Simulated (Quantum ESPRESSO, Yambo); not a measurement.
# GaP (F-43m): G0W0 in Yambo against the screening cutoff

How does the gap of GaP (F-43m) converge in the screening cutoff?

Program: Yambo 5.3.0. Level of theory: PBE and many-body steps on it, plane waves. Results are calculated unless marked as measured.

## Step 1: Set-up

Symmetry: F-43m, No. 216, cubic system. The conventional cell has a = 5.450 Å, b = 5.450 Å, c = 5.450 Å, α = 90.00°, β = 90.00°, γ = 90.00°. Nearest to Ga lie 4 P at 2.36 Å. Nearest to P lie 4 Ga at 2.36 Å. Farther neighbours are not listed.

As a file:

```xyz
2
Lattice="0.0000 2.7252 2.7252 2.7252 0.0000 2.7252 2.7252 2.7252 0.0000" Properties=species:S:1:pos:R:3 pbc="T T T"
Ga    0.0000    0.0000    0.0000
P     1.3626    1.3626    1.3626
```

The cell and positions come from the Crystallography Open Database and are kept as given unless a step says otherwise.

## Step 2: 3.25 Ha

This step: Yambo 5.3.0; G0W0 on PBE, plane waves, norm-conserving pseudopotentials.

G0W0 replaces the xc potential by the self-energy, built once from these orbitals. Only a window of levels is corrected, while the sums run over the empty bands that the input names.

Input file gw7.in:

```
HF_and_locXC
gw0
dyson
ppa
em1d
rim_cut
RandQpts= 1000000
RandGvec= 1 RL
EXXRLvcs= 104 Ry
VXCRLvcs= 416 Ry
Chimod= "HARTREE"
% BndsRnXp
 1 | 133 |
%
NGsBlkXp= 6.5 Ry
% LongDrXp
 1 | 1 | 1 |
%
% GbndRnge
 1 | 133 |
%
DysSolver= "n"
ExtendOut
PPAPntXp= 27.21138 eV
% QPkrange
 1 | 1 | 12 | 15 |
 7 | 7 | 12 | 15 |
%
```

Command:

```console
> OMP_NUM_THREADS=1 mpirun -n 4 yambo -F gw7.in -J gw7 -C gw7 > gw7.log
```

Output:

```text
 Yambo, version 5.3.0

 [02] CORE Variables Setup
 =========================

  [... cell, symmetries and grids as in the set-up ...]

  [02.05] Energies & Occupations
  ==============================

  [X] === General ===
  [X] Electronic Temperature                        :  0.000000  0.000000 [eV K]
  [X] Bosonic    Temperature                        :  0.000000  0.000000 [eV K]
  [X] Finite Temperature mode                       : no
  [X] El. density                                   :  0.64228E+24 [cm-3]
  [X] Fermi Level                                   :  8.204632 [eV]

  [X] === Gaps and Widths ===
  [X] Conduction Band Min                           :  1.653057 [eV]
  [X] Valence Band Max                              :  0.000000 [eV]
  [X] Filled Bands                                  :  13
  [X] Empty Bands                                   :    14   490
  [X] Direct Gap                                    :  1.817542 [eV]
  [X] Direct Gap localized at k                     :  1
  [X] Indirect Gap                                  :  1.653057 [eV]
  [X] Indirect Gap between kpts                     :   1   7
  [X] Last valence band width                       :  3.419264 [eV]
  [X] 1st conduction band width                     :  3.048655 [eV]

 [03] Transferred momenta grid and indexing
 ==========================================

 IBZ Q-points                                      :   8
 BZ  Q-points                                      :   64

 K/Q-points units:
 rlu = crystal or reduced units; cc = cartesian coordinates; iku = interal k-units

 Q [1]          [rlu]:  0.000000  0.000000  0.000000
 Q [2]          [rlu]: -0.25926E-17 -0.25926E-17  0.25000
 Q [3]          [rlu]:  0.51853E-17  0.51853E-17 -0.50000
 Q [4]          [rlu]:  0.17252E-17  0.25000      0.25000
 Q [5]          [rlu]:  0.64517E-16  0.25000      0.50000
 Q [6]          [rlu]:  0.51853E-17  0.25000     -0.25000
 Q [7]          [rlu]: -0.34504E-17 -0.50000     -0.50000
 Q [8]          [rlu]:  0.250000 -0.500000 -0.250000

 [04] Coloumb potential Random Integration (RIM)
 ===============================================

  [04.01] RIM initialization
  ==========================

  * Diagonal components only detected *

  8 x (sBL volume)        :  0.113502 [a.u.]
  sBZ random points       :  1000000
  Points outside the sBZ  :   7987327
  RL volume               :  0.908017 [a.u.]
  Integrated volume       :  0.909458 [a.u.]

  [04.02] RIM integrals
  =====================

  Gamma point sphere radius             :  0.087825 [a.u.]
  Points outside the sphere             :   799513
  [Int_sBZ(q=0) 1/q^2]*(Vol_sBZ)^(-1/3) =:  7.764325
                                 should be <:  7.795600

  Summary of Coulomb integrals for non-metallic bands |Q|[au] RIM/Bare

  Q [1] 0.100000E-4 0.995988 * Q [2] 0.264147 1.066458
  Q [4] 0.305010 1.065091 * Q [6] 0.431350 1.027253
  Q [5] 0.505803 1.020682 * Q [3] 0.528294 1.017918
  Q [7] 0.610021 1.014689 * Q [8] 0.682024 1.011759

 [WARNING] [Xp] User bands 1-133 break level degeneracy

 [05] Dipoles
 ============

  [05.01] Setup: observables and procedures
  =========================================

 [06] Dynamic Dielectric Matrix (PPA)
 ====================================

 [WR./gw7//ndb.pp]---------------------------------------------------------------
  Brillouin Zone Q/K grids (IBZ/BZ)                :    8   64    8   64
  RL vectors                                       :   5961 [WF]
  Coulomb cutoff potential                         : none
  Electronic Temperature                           :  0.000000 [K]
  Bosonic    Temperature                           :  0.000000 [K]
  PPA    diel. fun.  energies                      : Perdew, Burke & Ernzerhof(X)+Perdew, Burke & Ernzerhof(C)
  wavefunctions                                    : Perdew, Burke & Ernzerhof(X)+Perdew, Burke & Ernzerhof(C)
  Global Gauge                                     : length
  X matrix size                                    :   89
  X band range                                     :    1  133
  X e/h energy range                               : -1.000000 -1.000000 [eV]
  X Time ordering                                  : R
  X Hxc Kernel                                     : HARTREE
  X Drude frequency                                :  0.000000  0.000000
  X poles                                          :  100.0000 [o/o]
  RL vectors in the sum                            :   5961
  [r,Vnl] included                                 : yes
  Field direction                                  :  0.577350E-5  0.577350E-5  0.577350E-5
  BZ energy Double Grid                            : no
  BZ energy DbGd points                            : 0
  BZ Q point size factor                           : -1.000000
  X Optical Averaged directions                    : none

 [07] Local Exchange-Correlation + Non-Local Fock
 ================================================

 [VXC] Plane waves :   39189
 [EXS] Plane waves :   4957

 QP @ state[ 1 ] K range:  1  1
 QP @ state[ 1 ] b range:  12  15
 QP @ state[ 2 ] K range:   7   7
 QP @ state[ 2 ] b range:  12  15

 [xc] Functional : Perdew, Burke & Ernzerhof(X)+Perdew, Burke & Ernzerhof(C)
 [xc] LIBXC used to calculate xc functional
  PP Number of Atomic Species                      :  2
  NLCC RL compoments                               :   39189
  PP Number of Atomic Species                      :  2
  NLCC RL compoments                               :   39189

 [xc] E_xc :  -23.20667 [Ha]
      E_xc :  -46.41333 [Ry]

  Local XC kind (lXC) : Perdew, Burke & Ernzerhof(X)+Perdew, Burke & Ernzerhof(C)
  Non-Local XC kind (nlXC) : Hartree-Fock

  Corrections @ K [1] :  [eV]
 <12|nlXC|12> = -15.17877 -0.47355E-17 <12|lXC|12> = -13.29395 -0.18883E-15
 <13|nlXC|13> = -15.17881 -0.12025E-16 <13|lXC|13> = -13.29395 -0.18881E-15
 <14|nlXC|14> = -8.162741 -0.29493E-17 <14|lXC|14> = -12.70029 -0.94360E-16
 <15|nlXC|15> = -6.788185 -0.40420E-17 <15|lXC|15> = -11.36385 -0.18882E-15

  Corrections @ K [7] :  [eV]
 <12|nlXC|12> = -14.67531 -0.56460E-17 <12|lXC|12> = -11.79687  0.47207E-16
 <13|nlXC|13> = -14.67527 -0.14658E-16 <13|lXC|13> = -11.79687 -0.35393E-16
 <14|nlXC|14> = -5.997074  0.61789E-18 <14|lXC|14> = -9.779896  0.41243E-16
 <15|nlXC|15> = -6.981560 -0.14427E-18 <15|lXC|15> = -10.95918  0.17687E-16

 [08] Dyson equation: Newton solver
 ==================================

  [08.01] G0W0 (W PPA)
  ====================

  [  GW  ] Bands range     :    1  133
  [GW/PPA] G damping       :  0.100000 [eV]

  QP @ state[ 1 ] K range:  1  1
  QP @ state[ 1 ] b range:  12  15
  QP @ state[ 2 ] K range:   7   7
  QP @ state[ 2 ] b range:  12  15

   Sc/G bands                                       :    1  133
   Sc/G damping                                     :  0.100000 ev
   Sc bands terminator                              : no
   Sx RL components                                 :   4957

   QP @ state[ 1 ] K range                          :  1  1
   QP @ state[ 1 ] b range                          :  12  15
   QP @ state[ 2 ] K range                          :   7   7
   QP @ state[ 2 ] b range                          :  12  15
   GF energies kind                                 : Perdew, Burke & Ernzerhof(X)+Perdew, Burke & Ernzerhof(C)
   GF WF`s kind                                     : Perdew, Burke & Ernzerhof(X)+Perdew, Burke & Ernzerhof(C)
   Xs energies kind                                 : Perdew, Burke & Ernzerhof(X)+Perdew, Burke & Ernzerhof(C)
   Xs WF`s kind                                     : Perdew, Burke & Ernzerhof(X)+Perdew, Burke & Ernzerhof(C)

 [11] Game Over & Game summary
```

Wall time 60 s (4 MPI ranks of Arm Neoverse V1, shared host); peak memory 1.7 GiB.

Numbers from this step:

| Item | Value |
| --- | --- |
| G0W0 gap on the points computed | 2.182 eV |
| starting gap on the mesh | 1.653 eV |
| k of the valence top | 0, 0, 0 |
| k of the conduction bottom | 0, -0.5, -0.5 |
| least direct G0W0 gap on the computed points | 2.711 eV |
| Z at the valence top | 0.7863 |
| Z at the conduction bottom | 0.8094 |

The gap on the mesh goes from 1.65 eV to 2.18 eV, a correction of +0.53 eV.

## Step 3: 5.25 Ha

gw8.in, as its differences from gw7.in of step 2:

```diff
@@ -14,3 +14,3 @@
 %
-NGsBlkXp= 6.5 Ry
+NGsBlkXp= 10.5 Ry
 % LongDrXp
```

Command:

```console
> OMP_NUM_THREADS=1 mpirun -n 4 yambo -F gw8.in -J gw8 -C gw8 > gw8.log
```

Output:

```text
 Yambo, version 5.3.0

 [02] CORE Variables Setup
 =========================

  [... cell, symmetries and grids as in the set-up ...]

  [02.05] Energies & Occupations
  ==============================

  [X] === General ===
  [X] Electronic Temperature                        :  0.000000  0.000000 [eV K]
  [X] Bosonic    Temperature                        :  0.000000  0.000000 [eV K]
  [X] Finite Temperature mode                       : no
  [X] El. density                                   :  0.64228E+24 [cm-3]
  [X] Fermi Level                                   :  8.204632 [eV]

  [X] === Gaps and Widths ===
  [X] Conduction Band Min                           :  1.653057 [eV]
  [X] Valence Band Max                              :  0.000000 [eV]
  [X] Filled Bands                                  :  13
  [X] Empty Bands                                   :    14   490
  [X] Direct Gap                                    :  1.817542 [eV]
  [X] Direct Gap localized at k                     :  1
  [X] Indirect Gap                                  :  1.653057 [eV]
  [X] Indirect Gap between kpts                     :   1   7
  [X] Last valence band width                       :  3.419264 [eV]
  [X] 1st conduction band width                     :  3.048655 [eV]

 [03] Transferred momenta grid and indexing
 ==========================================

 IBZ Q-points                                      :   8
 BZ  Q-points                                      :   64

 K/Q-points units:
 rlu = crystal or reduced units; cc = cartesian coordinates; iku = interal k-units

 Q [1]          [rlu]:  0.000000  0.000000  0.000000
 Q [2]          [rlu]: -0.25926E-17 -0.25926E-17  0.25000
 Q [3]          [rlu]:  0.51853E-17  0.51853E-17 -0.50000
[...]
NLCC RL compoments                               :   39189
  PP Number of Atomic Species                      :  2
  NLCC RL compoments                               :   39189

 [xc] E_xc :  -23.20667 [Ha]
      E_xc :  -46.41333 [Ry]

  Local XC kind (lXC) : Perdew, Burke & Ernzerhof(X)+Perdew, Burke & Ernzerhof(C)
  Non-Local XC kind (nlXC) : Hartree-Fock

  Corrections @ K [1] :  [eV]
 <12|nlXC|12> = -15.17877 -0.47355E-17 <12|lXC|12> = -13.29395 -0.18883E-15
 <13|nlXC|13> = -15.17881 -0.12025E-16 <13|lXC|13> = -13.29395 -0.18881E-15
 <14|nlXC|14> = -8.162741 -0.29493E-17 <14|lXC|14> = -12.70029 -0.94360E-16
[...]
Corrections @ K [7] :  [eV]
[...]
<14|nlXC|14> = -5.997074  0.61789E-18 <14|lXC|14> = -9.779896  0.41243E-16
 <15|nlXC|15> = -6.981560 -0.14427E-18 <15|lXC|15> = -10.95918  0.17687E-16

 [08] Dyson equation: Newton solver
 ==================================

  [08.01] G0W0 (W PPA)
  ====================

  [  GW  ] Bands range     :    1  133
  [GW/PPA] G damping       :  0.100000 [eV]

  QP @ state[ 1 ] K range:  1  1
  QP @ state[ 1 ] b range:  12  15
  QP @ state[ 2 ] K range:   7   7
  QP @ state[ 2 ] b range:  12  15

   Sc/G bands                                       :    1  133
   Sc/G damping                                     :  0.100000 ev
   Sc bands terminator                              : no
   Sx RL components                                 :   4957

   QP @ state[ 1 ] K range                          :  1  1
   QP @ state[ 1 ] b range                          :  12  15
   QP @ state[ 2 ] K range                          :   7   7
   QP @ state[ 2 ] b range                          :  12  15
   GF energies kind                                 : Perdew, Burke & Ernzerhof(X)+Perdew, Burke & Ernzerhof(C)
   GF WF`s kind                                     : Perdew, Burke & Ernzerhof(X)+Perdew, Burke & Ernzerhof(C)
   Xs energies kind                                 : Perdew, Burke & Ernzerhof(X)+Perdew, Burke & Ernzerhof(C)
   Xs WF`s kind                                     : Perdew, Burke & Ernzerhof(X)+Perdew, Burke & Ernzerhof(C)

 [11] Game Over & Game summary
```

It took 83 s on 4 MPI ranks; peak memory 1.7 GiB; 5.5 min of CPU time.

Numbers from this step:

| Property | Result |
| --- | --- |
| G0W0 gap on the points computed | 2.266 eV |
| starting gap on the mesh | 1.653 eV |
| k of the valence top | 0, 0, 0 |
| k of the conduction bottom | 0, -0.5, -0.5 |
| least direct G0W0 gap on the computed points | 2.701 eV |
| Z at the valence top | 0.7845 |
| Z at the conduction bottom | 0.8089 |

Against the run before, the gap moves by +0.084 eV.

## Step 4: 10.5 Ha

gw9.in, as its differences from gw8.in of step 3:

```diff
@@ -14,3 +14,3 @@
 %
-NGsBlkXp= 10.5 Ry
+NGsBlkXp= 21 Ry
 % LongDrXp
```

Command:

```console
> OMP_NUM_THREADS=1 mpirun -n 4 yambo -F gw9.in -J gw9 -C gw9 > gw9.log
```

Output:

```text
 Yambo, version 5.3.0

 [02] CORE Variables Setup
 =========================

  [... cell, symmetries and grids as in the set-up ...]

  [02.05] Energies & Occupations
  ==============================

  [X] === General ===
  [X] Electronic Temperature                        :  0.000000  0.000000 [eV K]
  [X] Bosonic    Temperature                        :  0.000000  0.000000 [eV K]
  [X] Finite Temperature mode                       : no
  [X] El. density                                   :  0.64228E+24 [cm-3]
[...]
QP @ state[ 1 ] b range                          :  12  15
   QP @ state[ 2 ] K range                          :   7   7
   QP @ state[ 2 ] b range                          :  12  15
   GF energies kind                                 : Perdew, Burke & Ernzerhof(X)+Perdew, Burke & Ernzerhof(C)
   GF WF`s kind                                     : Perdew, Burke & Ernzerhof(X)+Perdew, Burke & Ernzerhof(C)
   Xs energies kind                                 : Perdew, Burke & Ernzerhof(X)+Perdew, Burke & Ernzerhof(C)
   Xs WF`s kind                                     : Perdew, Burke & Ernzerhof(X)+Perdew, Burke & Ernzerhof(C)

 [11] Game Over & Game summary
```

Run time: 5.4 min. Hardware: 4 MPI ranks; peak memory 1.7 GiB; 22 min of CPU time.

Numbers from this step:

```yaml
g0w0_gap_on_the_points_computed: 2.284 eV
starting_gap_on_the_mesh: 1.653 eV
k_of_the_valence_top: 0, 0, 0
k_of_the_conduction_bottom: 0, -0.5, -0.5
least_direct_g0w0_gap_on_the_computed_points: 2.695 eV
```

Against the run before, the gap moves by +0.018 eV.

## Step 5: 13 Ha

gw10.in, as its differences from gw9.in of step 4:

```diff
@@ -14,3 +14,3 @@
 %
-NGsBlkXp= 21 Ry
+NGsBlkXp= 26 Ry
 % LongDrXp
```

Command:

```console
> OMP_NUM_THREADS=1 mpirun -n 4 yambo -F gw10.in -J gw10 -C gw10 > gw10.log
```

Output:

```text
 Yambo, version 5.3.0

 [02] CORE Variables Setup
 =========================

  [... cell, symmetries and grids as in the set-up ...]

  [02.05] Energies & Occupations
  ==============================

  [X] === General ===
  [X] Electronic Temperature                        :  0.000000  0.000000 [eV K]
  [X] Bosonic    Temperature                        :  0.000000  0.000000 [eV K]
  [X] Finite Temperature mode                       : no
  [X] El. density                                   :  0.64228E+24 [cm-3]
[...]
QP @ state[ 1 ] b range                          :  12  15
   QP @ state[ 2 ] K range                          :   7   7
   QP @ state[ 2 ] b range                          :  12  15
   GF energies kind                                 : Perdew, Burke & Ernzerhof(X)+Perdew, Burke & Ernzerhof(C)
   GF WF`s kind                                     : Perdew, Burke & Ernzerhof(X)+Perdew, Burke & Ernzerhof(C)
   Xs energies kind                                 : Perdew, Burke & Ernzerhof(X)+Perdew, Burke & Ernzerhof(C)
   Xs WF`s kind                                     : Perdew, Burke & Ernzerhof(X)+Perdew, Burke & Ernzerhof(C)

 [11] Game Over & Game summary
```

Elapsed: 7.7 min, on 4 MPI ranks; peak memory 1.7 GiB.

Numbers from this step:

```yaml
g0w0_gap_on_the_points_computed: 2.285 eV
starting_gap_on_the_mesh: 1.653 eV
k_of_the_valence_top: 0, 0, 0
k_of_the_conduction_bottom: 0, -0.5, -0.5
least_direct_g0w0_gap_on_the_computed_points: 2.697 eV
```

Against the run before, the gap moves by +0.001 eV.

## Step 6: 16.25 Ha

gw11.in, as its differences from gw10.in of step 5:

```diff
@@ -14,3 +14,3 @@
 %
-NGsBlkXp= 26 Ry
+NGsBlkXp= 32.5 Ry
 % LongDrXp
```

Command:

```console
> OMP_NUM_THREADS=1 mpirun -n 4 yambo -F gw11.in -J gw11 -C gw11 > gw11.log
```

Output:

```text
 Yambo, version 5.3.0

 [02] CORE Variables Setup
 =========================

  [... cell, symmetries and grids as in the set-up ...]

  [02.05] Energies & Occupations
  ==============================

  [X] === General ===
  [X] Electronic Temperature                        :  0.000000  0.000000 [eV K]
  [X] Bosonic    Temperature                        :  0.000000  0.000000 [eV K]
  [X] Finite Temperature mode                       : no
  [X] El. density                                   :  0.64228E+24 [cm-3]
[...]
QP @ state[ 1 ] b range                          :  12  15
   QP @ state[ 2 ] K range                          :   7   7
   QP @ state[ 2 ] b range                          :  12  15
   GF energies kind                                 : Perdew, Burke & Ernzerhof(X)+Perdew, Burke & Ernzerhof(C)
   GF WF`s kind                                     : Perdew, Burke & Ernzerhof(X)+Perdew, Burke & Ernzerhof(C)
   Xs energies kind                                 : Perdew, Burke & Ernzerhof(X)+Perdew, Burke & Ernzerhof(C)
   Xs WF`s kind                                     : Perdew, Burke & Ernzerhof(X)+Perdew, Burke & Ernzerhof(C)

 [11] Game Over & Game summary
```

Elapsed: 14 min, on 4 MPI ranks; peak memory 1.8 GiB.

Numbers from this step:

- G0W0 gap on the points computed: 2.286 eV
- starting gap on the mesh: 1.653 eV
- k of the valence top: 0, 0, 0
- k of the conduction bottom: 0, -0.5, -0.5
- least direct G0W0 gap on the computed points: 2.701 eV

Against the run before, the gap moves by +0.001 eV.

## Step 7: The runs together

Times are wall times on 4 MPI ranks of Arm Neoverse V1, shared host, good to a factor of about two.

```
     run   mesh  bands  screening cutoff (eV)  DFT gap (eV)  gap on the mesh (eV)  direct (eV)     time
 3.25 Ha  4×4×4    133                   88.4         1.653                 2.182        2.711     60 s
 5.25 Ha  4×4×4    133                  142.9         1.653                 2.266        2.701     83 s
 10.5 Ha  4×4×4    133                  285.7         1.653                 2.284        2.695  5.4 min
   13 Ha  4×4×4    133                  353.7         1.653                 2.285        2.697  7.7 min
16.25 Ha  4×4×4    133                  442.2         1.653                 2.286        2.701   14 min
```

## Step 8: Outcome

| Item | Value |
| --- | --- |
| 3.25 Ha | 2.182 eV |
| 5.25 Ha | 2.266 eV |
| 10.5 Ha | 2.284 eV |
| 13 Ha | 2.285 eV |
| 16.25 Ha | 2.286 eV |
| known limits | not at the basis limit; no spin-orbit coupling; coarse k mesh |

What this shows: The setting moved: screening cutoff. From 3.25 Ha to 16.25 Ha the gap moves by +0.10 eV, for 14 times the time. It holds to 0.03 eV from 5.25 Ha on. Bands and screening cutoff are coupled, so a series along one setting does not show full convergence. Bands and cutoff are finite, so the gap is not at the basis limit. The miss can reach some tenths of an eV and take either sign; the mesh is an error of its own. In the G0W0 runs levels were corrected at 2 k points alone, so a gap called «on the mesh» is the least over those, and an edge elsewhere would be missed. A denser mesh or path gives a starting gap of 1.59 eV: the GW mesh misses a band edge, so its gaps are not the fundamental one. The 4×4×4 mesh is coarse for this cell, which bears on the long-range parts of exchange and screening. The many-body steps are scalar-relativistic: spin-orbit coupling is not in them.

[Paths, hosts, dates, memory and timing lines, banners, echoed tables and standing remarks are left out of the program output.]

[Logs are printed without paths, hosts, clocks, repeated set-up lines and the standing remarks that a program may print on its own settings, such as how far it seeks lower states.]

[Runs of the session that timed out or met a known fault of the program may be left out.]

[Hosts, paths, dates, database ids (printed as entryN), source tags and the programs' standing remarks are cut or masked in the printed files.]
